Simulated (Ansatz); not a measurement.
Crystal: CuI (Marshite).

```xyz
2
Lattice="0.0000 3.0315 3.0315 3.0315 0.0000 3.0315 3.0315 3.0315 0.0000" Properties=species:S:1:pos:R:3 pbc="T T T"
I     0.0000    0.0000    0.0000
Cu    4.5473    4.5473    4.5473
```

Base run:

| Quantity | Value |
| --- | --- |
| Program | Ansatz 0.2.0 |
| Functional | PBEsol |
| Potentials or basis | Ansatz PAW |
| Cutoff | 420 eV |
| Density cutoff | 1680 eV |
| k mesh | 6 × 6 × 6 |
| Occupations | fermi-dirac, width 0.05 eV |
| Spin | spin-orbit coupling, no magnetisation |

Its results: band gap on the k mesh 0.85 eV, direct; pressure -2.5 GPa.

Question: The run is repeated on the same cell with these changes: functional from PBEsol to LDA. What comes out?

Answer: Band gap on the k mesh 0.77 eV, direct; pressure -4.3 GPa.

LDA binds more tightly than PBEsol, so the same cell stands under less pressure.

Caveats: the PAW data sets come from PBE, with cores solved anew for the run's functional, which leaves a small shift of forces and pressure.

Not every run made on this cell is shown here.
